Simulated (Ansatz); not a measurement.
# TiAl (Pm-3m) in Ansatz: notebook

The runs below take TiAl through single point, equation of state, with PBE0.

Everything below comes from runs of Ansatz 0.2.0. Logs are shortened: lines on timing, memory, paths and dates and some standing lists are left out, and cuts for length are marked.

### 1 The structure

It takes space group Pm-3m (No. 221, cubic). Conventional cell: a = 3.179 Å, b = 3.179 Å, c = 3.179 Å, α = 90.00°, β = 90.00°, γ = 90.00°. Ti (site symmetry m-3m) is surrounded by 8 Al at 2.75 Å. Al (site symmetry m-3m) has 8 Ti at 2.75 Å as nearest neighbours.

The cell comes from a database or a generator and needn't be the stable form of this composition.

### 2 Single point, PBE0, 15.10 Å³/atom (volume scaled by 0.94)

input

```
crystal:
  lattice:
    - [3.1141669331, 0.0, 0.0]
    - [0.0, 3.1141669331, 0.0]
    - [0.0, 0.0, 3.1141669331]
  atoms:
    - { symbol: Ti, position: [0.0, 0.0, 0.0] }
    - { symbol: Al, position: [0.5, 0.5, 0.5] }
hamiltonian:
  xc: pbe0
  pseudopotentials: { kind: paw }
kpoints:
  mp_grid: { grid: [6, 6, 6] }
scf:
  occupations: { method: fermi_dirac, width: 0.05 }
output:
  forces: true
  stress: true
  eigenvalues: true
  write_density: true
  write_potential: true
  elf: true
  volumetric_format: npy
```

Potentials or basis: Ansatz PAW.

Output:

```text
Warning: output.stress: scf.convergence.dr2_threshold = 1e-7 eV (the SCF's general default) is looser than the 2e-10 eV advised for a printed stress (1e-10 eV for each atom of the cell: 2). What an SCF threshold leaves in a stress goes as its square root, and in the free energy as the threshold itself, and one threshold admits the most on a small cell: of the crystals measured, under no hybrid functional and no lock of the moments, on runs that ended without the residual-converged pass, on stresses that held no estimate of that error, the worst erred by over 100 MPa in a component at 1e-7 eV an atom and by under 5 at 1e-10. Set scf.convergence.dr2_threshold to 2e-10 eV or tighter. The threshold is an SCF's pass mark: one that does not reach it within its budget of iterations ends unconverged, or closes short of it on a stop that the run arms, and scf.convergence.dr2_threshold's page says what that costs each kind of run
Warning: output.stress: scf.exx.energy_threshold = 1e-6 eV is looser than the 2e-8 eV advised for a stress under a hybrid functional (1e-8 eV for each atom of the cell: 2). Every SCF of the exchange loop can meet its threshold on dr2 while the loop round them stops early: no threshold on dr2 bounds what that leaves in the stress. Set scf.exx.energy_threshold to 2e-8 eV or tighter. The threshold is the loop's pass mark: a loop that does not reach it within its budget of cycles ends unconverged, and scf.exx.energy_threshold's page has the law
GPUs: using 1 of 1 available (devices: 1).
Engine: ansatz 0.2.0, x86_64-unknown-linux-gnu
Pseudopotentials: kind: paw
Pseudopotential: Ti, paw, valence charge 12, recommended cutoff 420 eV (normal), Ti.paw.azcp
Pseudopotential: Al, paw, valence charge 3, recommended cutoff 420 eV (normal), Al.paw.azcp
Functional definition: PBE0
  parameter a = 0.25
  parameter kappa = 0.804
  parameter beta = 0.06672455060314922
  exchange = (1 - a)*pbe_x(kappa = kappa, mu = beta*pi^2/3) + a*exact_x
  correlation = pbe_c(beta = beta)
device memory: the entry about to start is reckoned to put 0.4 GiB on a device that reports 40.2 GiB free (of which the cap on the GPU budget leaves the run 18.0 GiB)
GPU FFT provider: cuFFT
GPU libraries: cuBLAS 13.8.2, cuFFT 12.4.0, cuSOLVER 12.3.4
Crystal: 2 atoms, lattice volume = 30.201 Å³
Basis set: ecut = 420 eV, 619 PW (Γ), exchange–correlation on 48×48×48 points (8 copies of the dense FFT grid, shifted against one another)
Bands: 12, of which v1, the nominal top of the filled ones, is band 8 counted from 1 (7 counted from 0)
Symmetry: 48 space group operations
Space group: Pm-3m (ITA 221), of the structure as read, at distance tolerance 3.1e-5 Å
k-points: 20 of 216
Non-local potential: Ti, projectors of the file, l = 0: 3, l = 1: 2, l = 2: 3, l = 3: 1
Non-local potential: Al, projectors of the file, l = 0: 2, l = 1: 2, l = 2: 1
PAW form: soft (Blöchl's): semilocal exchange-correlation on the pseudo side does not see the compensation charge
PAW frozen core: Ti, regenerated for the run's functional, and the local potential with it (the file was generated under x = pbe(κ = 0.804, μ = 0.2195149727645171), c = pbe(β = 0.06672455060314922))
PAW frozen core: Al, regenerated for the run's functional, and the local potential with it (the file was generated under x = pbe(κ = 0.804, μ = 0.2195149727645171), c = pbe(β = 0.06672455060314922))
PAW one-centre angular grid: Ti, 590 points (default); XC on 64 Gauss nodes
PAW one-centre angular grid: Al, 110 points (default); XC on 64 Gauss nodes
Initial density: superposition of atomic densities (neutral atoms: chi_scale 0, normalization atom), corrected by the library's trained network
Initial wavefunctions: pseudopotential atomic-orbital guess
GPU buffer pool allocated for 13824 grid points (all kernels)
GPU transforms: local potential and band sums: pruned to the plane-wave sphere, on 24×24×24
Functional: x = pbe(κ = 0.804, μ = 0.2195149727645171), c = pbe(β = 0.06672455060314922), warm-up for x = 0.75 pbe(κ = 0.804, μ = 0.2195149727645171) + 0.25 exact, c = pbe(β = 0.06672455060314922)
SCF iter   1: F=—  HF=-3037.656928 eV  |F-HF|=—  |Δ(HF+E_count)|=         —  Δρ=8.47e-3  dr2=2.96e-2  ethr=1.77e-3  ⟨swp⟩=6.0  Hψ=1022  notcnv=0
preconditioner: auto → none  [insulator: Δε(μ)=0.136 eV  Ē_g=5.592 eV  σ=0.050 eV  W_gap=0.59  n_scr=6 (ndim 8)  ℏωp=17.9 eV  f_vac=0.000  D(μ)=2.24/eV (n_scr^D=26)]
SCF iter   2: F=—  HF=-3037.650614 eV  |F-HF|=—  |Δ(HF+E_count)|=   6.31e-3  Δρ=2.99e-3  dr2=3.50e-3  ethr=1.98e-4  ⟨swp⟩=3.5  Hψ=537  notcnv=0  defer=3
iter 3 solved again at ethr=1.64e-7 eV; its pass at ethr=2.33e-5 eV (dr2=2.46e-5 eV) is discarded
SCF iter   3: F=—  HF=-3037.650103 eV  |F-HF|=—  |Δ(HF+E_count)|=   5.12e-4  Δρ=3.20e-4  dr2=2.50e-5  ethr=1.64e-7  ⟨swp⟩=3.2  Hψ=1145  notcnv=0
SCF iter   4: F=—  HF=-3037.650102 eV  |F-HF|=—  |Δ(HF+E_count)|=   1.03e-6  Δρ=1.01e-4  dr2=7.64e-7  ethr=1.64e-7  ⟨swp⟩=3.2  Hψ=440  notcnv=0
SCF iter   5: F=—  HF=-3037.650102 eV  |F-HF|=—  |Δ(HF+E_count)|=   6.45e-7  Δρ=7.35e-6  dr2=1.94e-8  ethr=5.09e-9  ⟨swp⟩=3.9  Hψ=497  notcnv=0
SCF iter   6: F=—  HF=-3037.650102 eV  |F-HF|=—  |Δ(HF+E_count)|=  4.28e-10  Δρ=2.65e-6  dr2=2.47e-9  ethr=1.29e-10  ⟨swp⟩=3.9  Hψ=530  notcnv=0
SCF iter   7: F=-3037.650102 eV  HF=-3037.650102 eV  |F-HF|=7.73e-11  |Δ(HF+E_count)|=  5.13e-10  Δρ=4.55e-7  dr2=9.12e-11  ethr=1.64e-11  ⟨swp⟩=4.0  Hψ=500  notcnv=0
SCF 1 converged in 7 iterations: F = -3037.650102 eV  dr2 = 9.12e-11
[... 49 lines left out ...]
GPU FFT provider: cuFFT
GPU libraries: cuBLAS 13.8.2, cuFFT 12.4.0, cuSOLVER 12.3.4
GPU buffer pool allocated for 13824 grid points (all kernels)
GPU transforms: local potential and band sums: pruned to the plane-wave sphere, on 24×24×24
Exchange kernel: α = 0.2500, full range, Wigner–Seitz truncation, v(0) = 11965.4532 eV·Å³, q-mesh 6×6×6, nearest image of the exchange supercell L = 18.69 Å, pair-density grid 15×15×15, without the augmentation charges, whose exchange is taken in its separable form by FFT convolution over the k-point mesh (sized by the pseudopotential files, 24×24×24 at the most), smooth part of the exact exchange by density-matrix convolution in up to 2.36 GiB of GPU memory as planned if the GPU has room (build and FFT work areas not counted)
Frozen-core exchange: fock
SCF iter   1: F=—  HF=-3037.818307 eV  |F-HF|=—  |Δ(HF+E_count)|=         —  Δρ=1.40e-4  dr2=6.79e-6  ethr=2.90e-6  ⟨swp⟩=2.5  Hψ=491  notcnv=0
preconditioner: auto → none  [insulator: Δε(μ)=0.707 eV  Ē_g=7.589 eV  σ=0.050 eV  W_gap=0.89  n_scr=6 (ndim 8)  ℏωp=17.9 eV  f_vac=0.000  D(μ)=0.50/eV (n_scr^D=0)]
SCF iter   2: F=—  HF=-3037.818307 eV  |F-HF|=—  |Δ(HF+E_count)|=   1.45e-8  Δρ=1.60e-5  dr2=4.08e-6  ethr=1.69e-8  ⟨swp⟩=3.8  Hψ=499  notcnv=0
SCF iter   3: F=—  HF=-3037.818358 eV  |F-HF|=—  |Δ(HF+E_count)|=   5.06e-5  Δρ=4.65e-5  dr2=7.85e-7  ethr=7.34e-10  ⟨swp⟩=4.8  Hψ=766  notcnv=0
SCF iter   4: F=—  HF=-3037.818358 eV  |F-HF|=—  |Δ(HF+E_count)|=   1.08e-7  Δρ=5.87e-6  dr2=3.89e-7  ethr=7.34e-10  ⟨swp⟩=3.9  Hψ=472  notcnv=0
SCF iter   5: F=—  HF=-3037.818359 eV  |F-HF|=—  |Δ(HF+E_count)|=   1.38e-6  Δρ=2.00e-5  dr2=1.35e-7  ethr=9.43e-11  ⟨swp⟩=4.8  Hψ=817  notcnv=0
SCF iter   6: F=—  HF=-3037.818359 eV  |F-HF|=—  |Δ(HF+E_count)|=   2.25e-8  Δρ=6.76e-7  dr2=5.34e-8  ethr=9.43e-11  ⟨swp⟩=4.2  Hψ=570  notcnv=0
Mixer restart at iter 6: flushing history
SCF iter   7: F=—  HF=-3037.818359 eV  |F-HF|=—  |Δ(HF+E_count)|=   1.96e-7  Δρ=6.72e-6  dr2=1.47e-8  ethr=1.00e-12  ⟨swp⟩=5.8  Hψ=709  notcnv=0
SCF iter   8: F=-3037.818359 eV  HF=-3037.818359 eV  |F-HF|=1.46e-9  |Δ(HF+E_count)|=   2.97e-8  Δρ=4.05e-6  dr2=3.32e-9  ethr=1.00e-12  ⟨swp⟩=5.2  Hψ=685  notcnv=0
SCF 5 converged in 8 iterations: F = -3037.818359 eV  dr2 = 3.32e-9
  Residual-converged pass: ⟨swp⟩=2.0  Hψ=305  notcnv=0  max |occ|·‖R‖ = 2.3e-6 eV (tolerance 2.4e-6 eV)  dr2=3.32e-9  dr2_onsite=5.77e-10  max |Δocc| = 1.0e-13
hybrid outer 4: dexx = +2.574e-5 eV, tail = 1.12e-6 eV, Δε = 7.11e-3 eV (about 1.37e-3 eV left of the loop's levels)
GPU FFT provider: cuFFT
GPU libraries: cuBLAS 13.8.2, cuFFT 12.4.0, cuSOLVER 12.3.4
GPU buffer pool allocated for 13824 grid points (all kernels)
GPU transforms: local potential and band sums: pruned to the plane-wave sphere, on 24×24×24
Exchange kernel: α = 0.2500, full range, Wigner–Seitz truncation, v(0) = 11965.4532 eV·Å³, q-mesh 6×6×6, nearest image of the exchange supercell L = 18.69 Å, pair-density grid 15×15×15, without the augmentation charges, whose exchange is taken in its separable form by FFT convolution over the k-point mesh (sized by the pseudopotential files, 24×24×24 at the most), smooth part of the exact exchange by density-matrix convolution in up to 2.36 GiB of GPU memory as planned if the GPU has room (build and FFT work areas not counted)
Frozen-core exchange: fock
SCF iter   1: F=—  HF=-3037.818360 eV  |F-HF|=—  |Δ(HF+E_count)|=         —  Δρ=5.32e-6  dr2=3.60e-9  ethr=1.05e-9  ⟨swp⟩=4.5  Hψ=625  notcnv=0
preconditioner: auto → none  [insulator: Δε(μ)=0.708 eV  Ē_g=7.590 eV  σ=0.050 eV  W_gap=0.89  n_scr=6 (ndim 8)  ℏωp=17.9 eV  f_vac=0.000  D(μ)=0.50/eV (n_scr^D=0)]
SCF iter   2: F=-3037.818360 eV  HF=-3037.818360 eV  |F-HF|=5.75e-10  |Δ(HF+E_count)|=   1.68e-9  Δρ=3.25e-6  dr2=1.09e-9  ethr=2.04e-11  ⟨swp⟩=3.9  Hψ=481  notcnv=0
SCF 6 converged in 2 iterations: F = -3037.818360 eV  dr2 = 1.09e-9
  Residual-converged pass: ⟨swp⟩=2.9  Hψ=419  notcnv=0  max |occ|·‖R‖ = 2.4e-6 eV (tolerance 2.4e-6 eV)  dr2=1.12e-9  dr2_onsite=4.11e-10  max |Δocc| = 2.3e-14
hybrid outer 5: dexx = +3.642e-9 eV, tail = 3.02e-9 eV, Δε = 1.14e-4 eV (about 4.98e-5 eV left of the loop's levels), ΔF = 4.85e-27 eV/Å (tail inf)
hybrid SCF converged: 5 outer / 24 inner (+7 warm-up), last move |dexx| = 3.64e-9 eV, tail = 3.02e-9 eV
Stability not checked: this state was not tested for a lower state beside it, because the functional holds exact exchange (a hybrid, or Hartree-Fock), whose exchange loop this test does not read (fock_operator; see scf.lower_state_search)
Free energy (F): -3037.818360 eV
Frozen-core exchange: fock
Harris-Foulkes:  -3037.818360 eV  (|F-HF|=5.75e-10)
Internal energy: -3037.813747 eV  (E = F + TS)
E sigma→0 (E₀):  -3037.816053 eV
Entropy (-TS):   -0.004613 eV (-2.307 meV/atom)
Fermi energy:    12.687449 eV
--- Per-component energies (eV) ---
  E_band       = -188.097847
  E_kinetic    = 299.041393
  E_local      = -981.148282  (includes V_loc(G=0)·N_el)
  E_nonlocal   = 16.633410
  E_hartree    = 419.139019
  E_xc         = -107.899562
  E_vxc        = -118.994336  (∫ρ·V_xc dr)
  E_exx        = -49.270351  (= α·E_x^exact, valence–valence)
  E_paw        = -1496.970893  (= ΣΔE_a)
  E_vpaw       = -143.366765  (= ΣTr[D̂ρ^β])
  E_aug_tail   = 0.000121  (compensation charges beyond the density's cutoff)
  E_ewald      = -1137.127007
  E_core_change = -0.211595  (= ΣΔE_core)
  E_smearing   = -0.004613  (= −TS)
  E_closure    = 0.000001  (closes the sum)
  Σ components = -3037.818360   (vs F -3037.818360, Δ=0.00e0)
--- Forces (eV/Å), atoms counted from 1 ---
  atom   1  Ti    -0.00000000    -0.00000000    -0.00000000
  atom   2  Al    -0.00000000    -0.00000000     0.00000000
  max |Σ_I F_I| component: 4.87e-27 eV/Å
--- Stress (GPa, compression-positive) ---
        5.727765       0.000000       0.000000
        0.000000       5.727765       0.000000
        0.000000       0.000000       5.727765
  P = ⅓ Tr σ = 5.7278 GPa (57.278 kbar)
--- Band table (eV; the first three rows and the last of 20) ---
  k-point 0: bands = ["-49.6758", "-24.2286", "-24.2286", "-24.2286", "0.8972", "9.7495", "9.7495", "15.6475", "15.6475", "15.6475", "17.9545", "17.9545"]
  k-point 1: bands = ["-49.6699", "-24.2963", "-24.2234", "-24.2234", "1.4164", "9.4297", "10.0034", "14.8061", "14.8061", "15.7140", "16.6460", "19.1086"]
  k-point 2: bands = ["-49.6582", "-24.4290", "-24.2137", "-24.2137", "2.8887", "7.7341", "10.5845", "13.7870", "13.7870", "15.8500", "16.2094", "20.4529"]
  k-point 19: bands = ["-49.6086", "-24.4136", "-24.4136", "-24.4136", "8.1816", "8.1816", "8.1816", "14.0232", "16.0463", "16.0463", "16.0463", "16.3197"]
```

Run time: 85 s. Hardware: 1 × NVIDIA H100 80GB HBM3 with 2 threads of AMD EPYC 7R13 (Zen 3), shared host; peak memory 1.9 GiB.

What came out:

```yaml
Free_energy: -3037.8184 eV
Pressure: 5.7 GPa
Band_gap_on_the_k_mesh: none (metal or under the smearing width)
```

Caveat: the PAW data sets come from PBE, with cores solved anew for the run's functional, which leaves a small shift of forces and pressure; the thresholds are loose for stress.

### 3 Single point, PBE0, 15.42 Å³/atom (volume scaled by 0.96)

input

```
crystal:
  lattice:
    - [3.1360984087, 0.0, 0.0]
    - [0.0, 3.1360984087, 0.0]
    - [0.0, 0.0, 3.1360984087]
  atoms:
    - { symbol: Ti, position: [0.0, 0.0, 0.0] }
    - { symbol: Al, position: [0.5, 0.5, 0.5] }
hamiltonian:
  xc: pbe0
  pseudopotentials: { kind: paw }
kpoints:
  mp_grid: { grid: [6, 6, 6] }
scf:
  occupations: { method: fermi_dirac, width: 0.05 }
output:
  forces: true
  stress: true
  eigenvalues: true
```

Potentials or basis: Ansatz PAW.

Run time: 56 s. Hardware: 1 × NVIDIA H100 80GB HBM3 with 2 threads of AMD EPYC 7R13 (Zen 3), shared host; peak memory 1.9 GiB.

The run converged. Its results:

```yaml
Free_energy: -3037.8352 eV
Pressure: 2.7 GPa
Band_gap_on_the_k_mesh: none (metal or under the smearing width)
```

Caveat: the PAW data sets come from PBE, with cores solved anew for the run's functional, which leaves a small shift of forces and pressure; the thresholds are loose for stress.

### 4 Single point, PBE0, 15.74 Å³/atom (volume scaled by 0.98)

input, as its differences from that of step 3:

```diff
@@ -2,5 +2,5 @@
   lattice:
-    - [3.1360984087, 0.0, 0.0]
-    - [0.0, 3.1360984087, 0.0]
-    - [0.0, 0.0, 3.1360984087]
+    - [3.1577273571, 0.0, 0.0]
+    - [0.0, 3.1577273571, 0.0]
+    - [0.0, 0.0, 3.1577273571]
   atoms:
```

It took 56 s on 1 × NVIDIA H100 80GB HBM3 with 2 threads of AMD EPYC 7R13 (Zen 3), shared host; peak memory 2 GiB.

The run converged. Its results:

| Item | Value |
| --- | --- |
| Free energy | -3037.8407 eV |
| Pressure | 0.0 GPa |
| Band gap on the k mesh | none (metal or under the smearing width) |

Caveat: the PAW data sets come from PBE, with cores solved anew for the run's functional, which leaves a small shift of forces and pressure; the thresholds are loose for stress.

### 5 Single point, PBE0, 16.06 Å³/atom

input, as its differences from that of step 4:

```diff
@@ -2,5 +2,5 @@
   lattice:
-    - [3.1577273571, 0.0, 0.0]
-    - [0.0, 3.1577273571, 0.0]
-    - [0.0, 0.0, 3.1577273571]
+    - [3.179064, 0.0, 0.0]
+    - [0.0, 3.179064, 0.0]
+    - [0.0, 0.0, 3.179064]
   atoms:
```

Wall time 55 s (1 × NVIDIA H100 80GB HBM3 with 2 threads of AMD EPYC 7R13 (Zen 3), shared host); peak memory 2 GiB.

It converged, with:

```yaml
Free_energy: -3037.8358 eV
Pressure: -2.4 GPa
Band_gap_on_the_k_mesh: none (metal or under the smearing width)
```

Caveat: the PAW data sets come from PBE, with cores solved anew for the run's functional, which leaves a small shift of forces and pressure; the thresholds are loose for stress.

### 6 Single point, PBE0, 16.39 Å³/atom (volume scaled by 1.02)

input, as its differences from that of step 5:

```diff
@@ -2,5 +2,5 @@
   lattice:
-    - [3.179064, 0.0, 0.0]
-    - [0.0, 3.179064, 0.0]
-    - [0.0, 0.0, 3.179064]
+    - [3.2001180175, 0.0, 0.0]
+    - [0.0, 3.2001180175, 0.0]
+    - [0.0, 0.0, 3.2001180175]
   atoms:
```

Potentials or basis: Ansatz PAW.

Run time: 58 s. Hardware: 1 × NVIDIA H100 80GB HBM3 with 2 threads of AMD EPYC 7R13 (Zen 3), shared host; peak memory 2 GiB.

Results (log left out):

| Quantity | Value |
| --- | --- |
| Free energy | -3037.8216 eV |
| Pressure | -4.6 GPa |
| Band gap on the k mesh | none (metal or under the smearing width) |

Caveat: the PAW data sets come from PBE, with cores solved anew for the run's functional, which leaves a small shift of forces and pressure; the thresholds are loose for stress.

### 7 Single point, PBE0, 16.71 Å³/atom (volume scaled by 1.04)

input, as its differences from that of step 6:

```diff
@@ -2,5 +2,5 @@
   lattice:
-    - [3.2001180175, 0.0, 0.0]
-    - [0.0, 3.2001180175, 0.0]
-    - [0.0, 0.0, 3.2001180175]
+    - [3.2208985869, 0.0, 0.0]
+    - [0.0, 3.2208985869, 0.0]
+    - [0.0, 0.0, 3.2208985869]
   atoms:
```

Run time: 14 s. Hardware: 1 × NVIDIA H100 80GB HBM3 with 2 threads of AMD EPYC 7R13 (Zen 3), shared host; peak memory 2 GiB.

It converged, with:

```yaml
Free_energy: -3037.7989 eV
Pressure: -6.6 GPa
Band_gap_on_the_k_mesh: none (metal or under the smearing width)
```

Caveat: the PAW data sets come from PBE, with cores solved anew for the run's functional, which leaves a small shift of forces and pressure; the thresholds are loose for stress.

### 8 Single point, PBE0, 17.03 Å³/atom (volume scaled by 1.06)

input, as its differences from that of step 7:

```diff
@@ -2,5 +2,5 @@
   lattice:
-    - [3.2208985869, 0.0, 0.0]
-    - [0.0, 3.2208985869, 0.0]
-    - [0.0, 0.0, 3.2208985869]
+    - [3.2414144177, 0.0, 0.0]
+    - [0.0, 3.2414144177, 0.0]
+    - [0.0, 0.0, 3.2414144177]
   atoms:
```

It took 17 s on 1 × NVIDIA H100 80GB HBM3 with 2 threads of AMD EPYC 7R13 (Zen 3), shared host; peak memory 2 GiB.

It converged, with:

- Free energy: -3037.7686 eV
- Pressure: -8.4 GPa
- Band gap on the k mesh: none (metal or under the smearing width)

Caveat: the PAW data sets come from PBE, with cores solved anew for the run's functional, which leaves a small shift of forces and pressure; the thresholds are loose for stress.

### 9 Equation of state, PBE0

Potentials or basis: Ansatz PAW.

This step only gathers the single runs of the series.

Results:

```yaml
Equilibrium_volume: 15.75 Å³/atom
Bulk_modulus: 126 GPa
Pressure_derivative_of_the_bulk_modulus: 3.9
```

Energy against volume, from the lowest point:
```tsv
volume (Å³/atom)	energy (meV/atom)
15.101	11.15
15.422	2.72
15.743	0.00
16.065	2.45
16.386	9.54
16.707	20.88
17.028	36.02
```

Caveat: the PAW data sets were made with another functional, which shifts forces and pressure a little.
